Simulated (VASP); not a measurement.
# Zr16Si31 (a cell with a defect) in VASP: relaxation of the atoms with PBE

Aim: the relaxation of the atoms of Zr16Si31 (a cell with a defect) with PBE.

Everything below comes from runs of VASP 6.6.1. Logs are shortened: lines on timing, memory, paths and dates and some standing lists are left out, and cuts for length are marked.

## Step 1: Starting point

The cell holds a defect, 47 atoms: a = 7.412 Å, b = 14.735 Å, c = 7.344 Å, α = 90.00°, β = 90.00°, γ = 90.00°.

## Step 2: Relaxation of the atoms, PBE

INCAR reads:

```
SYSTEM = Zr16Si31
ALGO = Normal
EDIFF = 1E-6
EDIFFG = -0.01
ENCUT = 520
GGA = PE
IBRION = 2
ISIF = 2
ISMEAR = 1
LASPH = .TRUE.
LCHARG = .FALSE.
LREAL = .FALSE.
LWAVE = .FALSE.
NELM = 100
NSW = 60
PREC = Accurate
SIGMA = 0.1
```

KPOINTS reads:

```
k-points
0
G
  3 2 3
  0 0 0
```

POSCAR reads:

```
Zr16Si31
1.0
    7.4120000000      0.0000000000      0.0000000000
    0.0000000000     14.7350000000      0.0000000000
    0.0000000000      0.0000000000      7.3440000000
Zr Si
16 31
Direct
    0.2500000000      0.6054000000      0.1250000000
    0.2500000000      0.6054000000      0.6250000000
    0.5000000000      0.1054000000      0.1250000000
    0.5000000000      0.1054000000      0.6250000000
    0.7500000000      0.6054000000      0.1250000000
    0.7500000000      0.6054000000      0.6250000000
    0.0000000000      0.1054000000      0.1250000000
    0.0000000000      0.1054000000      0.6250000000
    0.2500000000      0.3946000000      0.3750000000
    0.2500000000      0.3946000000      0.8750000000
    0.5000000000      0.8946000000      0.3750000000
    0.5000000000      0.8946000000      0.8750000000
    0.7500000000      0.3946000000      0.3750000000
    0.7500000000      0.3946000000      0.8750000000
    0.0000000000      0.8946000000      0.3750000000
    0.0000000000      0.8946000000      0.8750000000
    0.2500000000      0.9478000000      0.6250000000
    0.5000000000      0.4478000000      0.1250000000
    0.5000000000      0.4478000000      0.6250000000
    0.7500000000      0.9478000000      0.1250000000
    0.7500000000      0.9478000000      0.6250000000
    0.0000000000      0.4478000000      0.1250000000
    0.0000000000      0.4478000000      0.6250000000
    0.2500000000      0.0522000000      0.3750000000
    0.2500000000      0.0522000000      0.8750000000
    0.5000000000      0.5522000000      0.3750000000
    0.5000000000      0.5522000000      0.8750000000
    0.7500000000      0.0522000000      0.3750000000
    0.7500000000      0.0522000000      0.8750000000
    0.0000000000      0.5522000000      0.3750000000
    0.0000000000      0.5522000000      0.8750000000
    0.2500000000      0.2504000000      0.1250000000
    0.2500000000      0.2504000000      0.6250000000
    0.5000000000      0.7504000000      0.1250000000
    0.5000000000      0.7504000000      0.6250000000
    0.7500000000      0.2504000000      0.1250000000
    0.7500000000      0.2504000000      0.6250000000
    0.0000000000      0.7504000000      0.1250000000
    0.0000000000      0.7504000000      0.6250000000
    0.2500000000      0.7496000000      0.3750000000
    0.2500000000      0.7496000000      0.8750000000
    0.5000000000      0.2496000000      0.3750000000
    0.5000000000      0.2496000000      0.8750000000
    0.7500000000      0.7496000000      0.3750000000
    0.7500000000      0.7496000000      0.8750000000
    0.0000000000      0.2496000000      0.3750000000
    0.0000000000      0.2496000000      0.8750000000
```

Potentials or basis: VASP PAW PBE potentials, release 64 (Zr_sv, Si).

Launch:

```bash
cat potpaw_PBE.64/Zr_sv/POTCAR potpaw_PBE.64/Si/POTCAR > POTCAR
mpirun -np 8 vasp_std > vasp.out
```

OUTCAR:

```text
SYSTEM = Zr16Si31
   EDIFF = 1E-6
   EDIFFG = -0.01
   ENCUT = 520
   GGA = PE
   IBRION = 2
   ISIF = 2
   ISMEAR = 1
   LASPH = .TRUE.
   LREAL = .FALSE.
   NELM = 100
   NSW = 60
   PREC = Accurate

 ion  position               nearest neighbor table
   1  0.250  0.605  0.125-  26 2.72  27 2.72  30 2.72  31 2.72  40 2.81  41 2.81  34 2.83  38 2.83
                            18 2.97  22 2.97   9 3.61  10 3.61   2 3.67   2 3.67   5 3.71   5 3.71
   2  0.250  0.605  0.625-  26 2.72  27 2.72  30 2.72  31 2.72  40 2.81  41 2.81  35 2.83  39 2.83
                            19 2.97  23 2.97   9 3.61  10 3.61   1 3.67   1 3.67   6 3.71   6 3.71
   3  0.500  0.105  0.125-  24 2.72  25 2.72  28 2.72  29 2.72  42 2.81  43 2.81  32 2.83  36 2.83
                            20 2.97  12 3.61  11 3.61   4 3.67   4 3.67   7 3.71   7 3.71
   4  0.500  0.105  0.625-  24 2.72  25 2.72  28 2.72  29 2.72  42 2.81  43 2.81  33 2.83  37 2.83
                            17 2.97  21 2.97  11 3.61  12 3.61   3 3.67   3 3.67   8 3.71   8 3.71
   5  0.750  0.605  0.125-  26 2.72  27 2.72  30 2.72  31 2.72  44 2.81  45 2.81  34 2.83  38 2.83
                            18 2.97  22 2.97  13 3.61  14 3.61   6 3.67   6 3.67   1 3.71   1 3.71
   6  0.750  0.605  0.625-  26 2.72  27 2.72  30 2.72  31 2.72  44 2.81  45 2.81  35 2.83  39 2.83
                            19 2.97  23 2.97  13 3.61  14 3.61   5 3.67   5 3.67   2 3.71   2 3.71
   7  0.000  0.105  0.125-  24 2.72  25 2.72  28 2.72  29 2.72  46 2.81  47 2.81  32 2.83  36 2.83
                            20 2.97  16 3.61  15 3.61   8 3.67   8 3.67   3 3.71   3 3.71
   8  0.000  0.105  0.625-  24 2.72  25 2.72  28 2.72  29 2.72  46 2.81  47 2.81  33 2.83  37 2.83
                            17 2.97  21 2.97  15 3.61  16 3.61   7 3.67   7 3.67   4 3.71   4 3.71
   9  0.250  0.395  0.375-  18 2.72  19 2.72  22 2.72  23 2.72  32 2.81  33 2.81  42 2.83  46 2.83
[... 25 lines left out ...]
  22  0.000  0.448  0.125-  30 2.40  31 2.40  13 2.72  14 2.72   9 2.72  10 2.72   1 2.97   5 2.97

  23  0.000  0.448  0.625-  30 2.40  31 2.40  13 2.72  14 2.72   9 2.72  10 2.72   2 2.97   6 2.97

  24  0.250  0.052  0.375-  17 2.40   4 2.72   7 2.72   8 2.72   3 2.72  15 2.97  11 2.97
  25  0.250  0.052  0.875-  17 2.40   4 2.72   7 2.72   8 2.72   3 2.72  16 2.97  12 2.97
  26  0.500  0.552  0.375-  18 2.40  19 2.40   5 2.72   6 2.72   1 2.72   2 2.72   9 2.97  13 2.97

  27  0.500  0.552  0.875-  18 2.40  19 2.40   5 2.72   6 2.72   1 2.72   2 2.72  10 2.97  14 2.97

  28  0.750  0.052  0.375-  20 2.40  21 2.40   7 2.72   8 2.72   3 2.72   4 2.72  11 2.97  15 2.97
[... 35 lines left out ...]
  46  0.000  0.250  0.375-  32 2.61  33 2.61  36 2.61  37 2.61   7 2.81   8 2.81   9 2.83  13 2.83

  47  0.000  0.250  0.875-  32 2.61  33 2.61  36 2.61  37 2.61   7 2.81   8 2.81  10 2.83  14 2.83

  LATTYP: Found a simple orthorhombic cell.
 ALAT       =     7.3440000000
 B/A-ratio  =     1.0092592593
 C/A-ratio  =     2.0063997821

  Lattice vectors:

 A1 = (   0.0000000000,   0.0000000000,   7.3440000000)
 A2 = (   7.4120000000,   0.0000000000,   0.0000000000)
 A3 = (   0.0000000000,  14.7350000000,   0.0000000000)

Analysis of symmetry for initial positions (statically):
=====================================================================
 Subroutine PRICEL returns:
 Original cell was already a primitive cell.

[... 237 lines left out ...]

 number of electron     315.9999997 magnetization

 Free energy of the ion-electron system (eV)
  ---------------------------------------------------
  ext. energy  EPLUGINS =         0.00000000
  ---------------------------------------------------
  free energy    TOTEN  =      -334.92918255 eV

  energy without entropy =     -334.92691320  energy(sigma->0) =     -334.92842610

------------------------ aborting loop because EDIFF is reached ----------------------------------------

  FORCE on cell =-STRESS in cart. coord.  units (eV):
  Direction    XX          YY          ZZ          XY          YZ          ZX
  --------------------------------------------------------------------------------------
  -------------------------------------------------------------------------------------
  Total       -1.5515061      0.6029107      0.4743789      0.0000000      0.0000000      0.0000000
  in kB       -3.0991732      1.2043295      0.9475841      0.0000000      0.0000000      0.0000000
  external PRESSURE =      -0.3157532 kB  Pullay stress =       0.0000000 kB
[... 224 lines left out ...]
  FREE ENERGIE OF THE ION-ELECTRON SYSTEM (eV)
  ---------------------------------------------------
  free  energy   TOTEN  =      -335.1803295162 eV

  energy  without entropy=     -335.1776762476  energy(sigma->0) =     -335.17944509

[... ionic steps 4 to 11 ...]

--------------------------------------- Ionic step       12  -------------------------------------------

 number of electron     315.9999998 magnetization

------------------------ aborting loop because EDIFF is reached ----------------------------------------
[... 157 lines left out ...]
--------------------------------------- Ionic step       14  -------------------------------------------

 number of electron     315.9999997 magnetization

 Free energy of the ion-electron system (eV)
  ---------------------------------------------------
  ext. energy  EPLUGINS =         0.00000000
  ---------------------------------------------------
  free energy    TOTEN  =      -335.32135542 eV

  energy without entropy =     -335.31235915  energy(sigma->0) =     -335.31835667

 E-fermi :   9.5959     XC(G=0): -11.1845

 val. band max:        9.5931804310   @ k =   0.0000   0.5000   0.0000
 cond. band min:       9.5964731682   @ k =   0.0000   0.5000   0.0000
 fundamental gap:      0.0032927372
 Fermi energy:         9.5958751218

 k-point     1 :       0.0000    0.0000    0.0000
  band No.  band energies     occupation
      1     -39.0764      2.00000
      2     -39.0643      2.00000
      3     -39.0574      2.00000
      4     -39.0564      2.00000
      5     -39.0465      2.00000
      6     -39.0383      2.00000
[... 1373 lines left out ...]
    169      10.7745     -0.00000
    170      10.8351     -0.00000
 [bands above 170 left out]

------------------------ aborting loop because EDIFF is reached ----------------------------------------

  FORCE on cell =-STRESS in cart. coord.  units (eV):
  Direction    XX          YY          ZZ          XY          YZ          ZX
  --------------------------------------------------------------------------------------
  -------------------------------------------------------------------------------------
  Total        0.9474760     -1.9080134     -1.9827354      0.0000000      0.0000000      0.0000000
  in kB        1.8926077     -3.8113058     -3.9605647      0.0000000      0.0000000      0.0000000
  external PRESSURE =      -1.9597543 kB  Pullay stress =       0.0000000 kB
[... 62 lines left out ...]
  FREE ENERGIE OF THE ION-ELECTRON SYSTEM (eV)
  ---------------------------------------------------
  free  energy   TOTEN  =      -335.3213554250 eV

  energy  without entropy=     -335.3123591501  energy(sigma->0) =     -335.31835667

 reached required accuracy - stopping structural energy minimisation
```

OSZICAR:

```text
N       E                     dE             d eps       ncg     rms          rms(c)
DAV:   1     0.254936119534E+04    0.25494E+04   -0.15030E+05  3072   0.155E+03
DAV:   2    -0.807242989763E+02   -0.26301E+04   -0.25463E+04  3472   0.408E+02
DAV:   3    -0.322265148165E+03   -0.24154E+03   -0.23658E+03  4344   0.101E+02
[... 120 lines left out ...]
DAV:   1    -0.335321303747E+03   -0.48060E-04   -0.17986E-02  3104   0.361E-01    0.323E-02
DAV:   2    -0.335321355111E+03   -0.51364E-04   -0.59547E-04  3576   0.643E-02    0.124E-02
DAV:   3    -0.335321356917E+03   -0.18055E-05   -0.37092E-05  4328   0.120E-02    0.110E-02
DAV:   4    -0.335321355697E+03    0.12196E-05   -0.61405E-06  3224   0.597E-03    0.644E-03
DAV:   5    -0.335321355425E+03    0.27213E-06   -0.19029E-06  2280   0.335E-03
  14 F= -.33532136E+03 E0= -.33531836E+03  d E =-.996704E-04
```

CONTCAR:

```text
Zr16Si31
   1.00000000000000
     7.4119999999999999    0.0000000000000000    0.0000000000000000
     0.0000000000000000   14.7349999999999994    0.0000000000000000
     0.0000000000000000    0.0000000000000000    7.3440000000000003
  Zr              Si
    16    31
Direct
     0.2500000000000000    0.6052645388373538    0.1250000000000000
     0.2500000000000000    0.6050499607402408    0.6250000000000000
     0.5031349332863829    0.1053360282920244    0.1250000000000000
     0.4926957720245729    0.1037685938364986    0.6250000000000000
     0.7500000000000000    0.6059145683125670    0.1250000000000000
     0.7500000000000000    0.6056376448256497    0.6250000000000000
[... 39 lines left out ...]
     0.0014335266004781    0.2493018500932920    0.3755323698570672
     0.0014335266004781    0.2493018500932920    0.8744676301429329

  0.00000000E+00  0.00000000E+00  0.00000000E+00
  0.00000000E+00  0.00000000E+00  0.00000000E+00
  0.00000000E+00  0.00000000E+00  0.00000000E+00
  0.00000000E+00  0.00000000E+00  0.00000000E+00
  0.00000000E+00  0.00000000E+00  0.00000000E+00
  0.00000000E+00  0.00000000E+00  0.00000000E+00
[... 39 lines left out ...]
  0.00000000E+00  0.00000000E+00  0.00000000E+00
  0.00000000E+00  0.00000000E+00  0.00000000E+00
```

Wall time 38 min (8 MPI ranks of Intel Xeon 6975P-C (Granite Rapids), shared host); peak memory 0.36 GiB.

What came out:

```yaml
Free_energy: -335.3214 eV
Energy_gained_by_relaxing: 8.3 meV/atom
Ionic_steps: 14
Pressure_after_relaxing: -0.2 GPa
Largest_force_after_relaxing: 0.007 eV/Å
Band_gap_on_the_k_mesh: none (metal or under the smearing width)
```

Forces on the atoms (eV/Å):
```
Zr   0.000  0.001  0.000
Zr   0.000 -0.002  0.000
Zr  -0.001  0.000  0.000
Zr  -0.001  0.003  0.000
Zr   0.000 -0.001  0.000
Zr   0.000  0.000  0.000
Zr   0.001  0.000  0.000
Zr   0.001  0.003  0.000
Zr   0.000 -0.001  0.000
Zr   0.000 -0.001  0.000
Zr   0.002  0.001  0.001
Zr   0.002  0.001 -0.001
Zr   0.000 -0.002 -0.003
Zr   0.000 -0.002  0.003
Zr  -0.002  0.001  0.001
Zr  -0.002  0.001 -0.001
Si   0.000 -0.005  0.000
Si   0.000  0.000  0.000
Si   0.001  0.001  0.000
Si   0.000 -0.001  0.000
Si   0.000  0.007  0.000
Si   0.000  0.000  0.000
Si  -0.001  0.001  0.000
Si   0.000 -0.004  0.004
Si   0.000 -0.004 -0.004
Si   0.000 -0.002  0.000
Si   0.000 -0.002  0.000
Si   0.000  0.002 -0.001
Si   0.000  0.002  0.001
Si   0.000 -0.002  0.000
Si   0.000 -0.002  0.000
Si   0.000  0.001  0.000
Si   0.000  0.005  0.000
Si   0.000  0.000  0.000
Si   0.000 -0.002  0.000
Si   0.000 -0.004  0.000
Si   0.000  0.005  0.000
Si   0.000  0.000  0.000
Si   0.000 -0.002  0.000
Si   0.000  0.000  0.000
Si   0.000  0.000  0.000
Si  -0.001  0.002 -0.002
Si  -0.001  0.002  0.002
Si   0.000 -0.001  0.001
Si   0.000 -0.001 -0.001
Si   0.001  0.002 -0.002
Si   0.001  0.002  0.002
```

The path:
```tsv
step	energy change (eV)	largest force (eV/Å)	pressure (GPa)
1	0.0000	1.0095	-0.03
2	-0.1714	0.7610	-0.17
3	-0.2511	0.5325	-0.28
4	-0.3325	0.3399	-0.26
5	-0.3628	0.3296	-0.21
6	-0.3855	0.1083	-0.20
7	-0.3862	0.1035	-0.20
8	-0.3904	0.0355	-0.19
9	-0.3904	0.0388	-0.19
10	-0.3915	0.0273	-0.19
11	-0.3917	0.0291	-0.19
12	-0.3921	0.0153	-0.19
13	-0.3921	0.0155	-0.19
14	-0.3922	0.0074	-0.20
```

Final structure:
```xyz
47
Lattice="7.4120 0.0000 0.0000 0.0000 14.7350 0.0000 0.0000 0.0000 7.3440" Properties=species:S:1:pos:R:3 pbc="T T T"
Zr    1.8530    8.9186    0.9180
Zr    1.8530    8.9154    4.5900
Zr    3.7292    1.5521    0.9180
Zr    3.6519    1.5290    4.5900
Zr    5.5590    8.9282    0.9180
Zr    5.5590    8.9241    4.5900
Zr    7.3888    1.5521    0.9180
Zr    0.0541    1.5290    4.5900
Zr    1.8530    5.8364    2.7512
Zr    1.8530    5.8364    6.4288
Zr    3.7134   13.2057    2.7740
Zr    3.7134   13.2057    6.4060
Zr    5.5590    5.8237    2.7555
Zr    5.5590    5.8237    6.4245
Zr    7.4046   13.2057    2.7740
Zr    7.4046   13.2057    6.4060
Si    1.8530   14.0305    4.5900
Si    3.7092    6.5819    0.9180
Si    3.7051    6.5843    4.5900
Si    5.5590   14.0067    0.9180
Si    5.5590   13.9008    4.5900
Si    7.4088    6.5819    0.9180
Si    0.0009    6.5843    4.5900
Si    1.8530    0.5543    2.5876
Si    1.8530    0.5543    6.5924
Si    3.7073    8.1675    2.7534
Si    3.7073    8.1675    6.4266
Si    5.5590    0.7987    2.7929
Si    5.5590    0.7987    6.3871
Si    7.4107    8.1675    2.7534
Si    7.4107    8.1675    6.4266
Si    1.8530    3.6766    0.9180
Si    1.8530    3.6823    4.5900
Si    3.6820   11.0927    0.9180
Si    3.7020   11.0702    4.5900
Si    5.5590    3.6759    0.9180
Si    5.5590    3.6674    4.5900
Si    0.0240   11.0927    0.9180
Si    0.0040   11.0702    4.5900
Si    1.8530   11.0840    2.7441
Si    1.8530   11.0840    6.4359
Si    3.6954    3.6735    2.7579
Si    3.6954    3.6735    6.4221
Si    5.5590   11.0733    2.7524
Si    5.5590   11.0733    6.4276
Si    0.0106    3.6735    2.7579
Si    0.0106    3.6735    6.4221
```
